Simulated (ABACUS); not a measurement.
Wanted: the native input for an ABACUS 3.10.1 run.

```yaml
Task: single point
Functional: revPBE
Potentials_or_basis: PseudoDojo NC SR 0.4.1 PBE standard
Cutoff: 1361 eV
Density_cutoff: 5442 eV
Basis: DZP LCAO (the cutoffs set its grid)
k_mesh: 10 × 10 × 6
Occupations: fermi-dirac, width 0.05 eV
Spin: no spin polarisation
Radial_cutoff_of_the_potentials_pseudo_rcut: 7 bohr
Orbital_files: Al Al_confined-atom_8au_2s2p1d.orb, N N_confined-atom_6au_2s2p1d.orb
SCF_threshold_on_the_density: 1e-07
Max_SCF_steps: 100
Eigensolver: genelpa
Mixing: broyden
Mixing_share: 0.7
Symmetry_key: 1
Bands: 12
```

The system is AlN.

```
Al N
1.0
     3.11300    0.00000    0.00000
    -1.55650    2.69594    0.00000
     0.00000    0.00000    4.98100
Al N
2 2
Direct
  0.66667 0.33333 0.50000
  0.33333 0.66667 0.00000
  0.66667 0.33333 0.88000
  0.33333 0.66667 0.38000
```

One way to write it, as run:

INPUT

```
INPUT_PARAMETERS
suffix              AlN
calculation         scf
basis_type          lcao
pseudo_dir          ./
orbital_dir         ./
symmetry            1
dft_functional      revpbe
ecutwfc             100
pseudo_rcut         7
nspin               1
nbands              12
ks_solver           genelpa
smearing_method     fd
smearing_sigma      0.00367493
scf_thr             1e-07
scf_nmax            100
mixing_type         broyden
mixing_beta         0.7
cal_force           1
cal_stress          1
out_mul             1
```

STRU

```
ATOMIC_SPECIES
Al 26.9815 Al.upf
N 14.0070 N.upf

NUMERICAL_ORBITAL
Al_confined-atom_8au_2s2p1d.orb
N_confined-atom_6au_2s2p1d.orb

LATTICE_CONSTANT
1.8897261246

LATTICE_VECTORS
3.1130000000 0.0000000000 0.0000000000
-1.5565000000 2.6959370820 0.0000000000
0.0000000000 0.0000000000 4.9810000000

ATOMIC_POSITIONS
Cartesian

Al
0.0
2
1.5565000002 0.8986456939 2.4905000000 1 1 1
-0.0000000002 1.7972913881 0.0000000000 1 1 1

N
0.0
2
1.5565000002 0.8986456939 4.3832800000 1 1 1
-0.0000000002 1.7972913881 1.8927800000 1 1 1
```

KPT

```
K_POINTS
0
Gamma
10 10 6 0 0 0
```

Potentials or basis: PseudoDojo NC SR 0.4.1 PBE standard, DZP LCAO (the cutoffs set its grid).

Run with:

```bash
$ OMP_NUM_THREADS=1 mpirun -np 4 abacus > log
```

Results of the run:

```
Pressure               : 5.4 GPa
Largest force          : 0.124 eV/Å
Band gap on the k mesh : 4.63 eV, direct
Mulliken charges       : Al +0.77, +0.75; N -0.76, -0.77 e
```

Caveat: the atomic orbitals were generated for these runs and aren't a published set; Mulliken charges move with the basis; the potentials were made for another functional, which shifts forces and pressure; the basis of atomic orbitals isn't converged, which shifts pressures, moduli and gaps.

Wall time 4.8 s on 4 MPI ranks on Intel(R) Xeon(R) 6975P-C (Granite Rapids) (shared host), peak memory 0.4 GiB a rank.
